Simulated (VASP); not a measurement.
TiO2 in VASP 6.6.1, single-point calculation

INCAR

```
PREC = Accurate
NELM = 120
GGA = PE
LWAVE = .FALSE.
LMAXMIX = 4
NBANDS = 19
LREAL = .FALSE.
LDAUU = 1.0 0
LASPH = .TRUE.
ISIF = 2
LDAU = .TRUE.
ENCUT = 520
LDAUTYPE = 2
IBRION = -1
NSW = 0
LDAUL = 2 -1
LCHARG = .FALSE.
EDIFF = 1E-7
ISMEAR = -1
LDAUJ = 0 0
SIGMA = 0.02
```

KPOINTS

```
KPOINTS created by Atomic Simulation Environment
0
Gamma
10 10 10
0 0 0
```

POSCAR

```
Ti O
 1.0000000000000000
     0.0000000000000000    2.4447638030999999    2.3860587843999999
     2.4447638030999999    0.0000000000000000    2.3860587843999999
     2.4447638030999999    2.4447638030999999    0.0000000000000000
 Ti  O
   1   2
Cartesian
  0.0000000000000000  0.0000000000000000  0.0000000000000000
  1.2223819015499999  1.2223819015499999  1.1930293921999999
  3.6671457046499998  3.6671457046499998  3.5790881766000004
```

The recommended PBE PAW datasets give the neutral cell 24 valence electrons.

Command

```
mpirun -np 1 vasp_std
```

Problem. Predict the outcome of this run.

Solution. It converged. Results: gap between bands v and c on the k mesh 1.04 eV; least direct gap on the k mesh 1.76 eV; pressure -0.4 GPa. Band v is the last that the valence electrons fill when counted band by band, and c is the next.

OSZICAR

```
N       E                     dE             d eps       ncg     rms          rms(c)
DAV:   1     0.246266220012E+03    0.24627E+03   -0.12973E+04  3876   0.149E+03
DAV:   2    -0.143478644135E+02   -0.26061E+03   -0.24768E+03  4218   0.410E+02
DAV:   3    -0.347260904978E+02   -0.20378E+02   -0.20163E+02  4475   0.120E+02
DAV:   4    -0.353699591652E+02   -0.64387E+00   -0.64214E+00  5423   0.194E+01
DAV:   5    -0.353816364526E+02   -0.11677E-01   -0.11673E-01  4491   0.251E+00    0.206E+01
DAV:   6    -0.259459811459E+02    0.94357E+01   -0.42958E+01  4728   0.747E+01    0.922E+00
DAV:   7    -0.255949599672E+02    0.35102E+00   -0.99098E+00  4601   0.275E+01    0.558E+00
DAV:   8    -0.254708717084E+02    0.12409E+00   -0.28301E-01  4462   0.508E+00    0.412E+00
DAV:   9    -0.256509687566E+02   -0.18010E+00   -0.31122E+00  4601   0.154E+01    0.480E+00
DAV:  10    -0.253946935838E+02    0.25628E+00   -0.84842E-01  4972   0.762E+00    0.162E+00
DAV:  11    -0.253681754910E+02    0.26518E-01   -0.18871E-01  5033   0.375E+00    0.727E-01
DAV:  12    -0.253634961160E+02    0.46794E-02   -0.12577E-02  4293   0.922E-01    0.291E-01
DAV:  13    -0.253637264182E+02   -0.23030E-03   -0.50024E-04  4497   0.225E-01    0.261E-01
DAV:  14    -0.253631039163E+02    0.62250E-03   -0.25692E-03  4269   0.320E-01    0.348E-02
DAV:  15    -0.253631348302E+02   -0.30914E-04   -0.90120E-05  4374   0.898E-02    0.566E-02
DAV:  16    -0.253630947711E+02    0.40059E-04   -0.60266E-05  4236   0.799E-02    0.278E-02
DAV:  17    -0.253630826257E+02    0.12145E-04   -0.45228E-05  4573   0.617E-02    0.325E-03
DAV:  18    -0.253630827450E+02   -0.11934E-06   -0.13406E-06  4362   0.912E-03    0.160E-03
DAV:  19    -0.253630827675E+02   -0.22493E-07   -0.14198E-07  2747   0.315E-03
   1 F= -.25363083E+02 E0= -.25363083E+02  d E =-.211917E-10
```

For comparison, a separate PBE run of the intended cell, on usual settings and not on those above, gives a gap of 0.85 eV on its mesh and a pressure of -2.2 GPa.
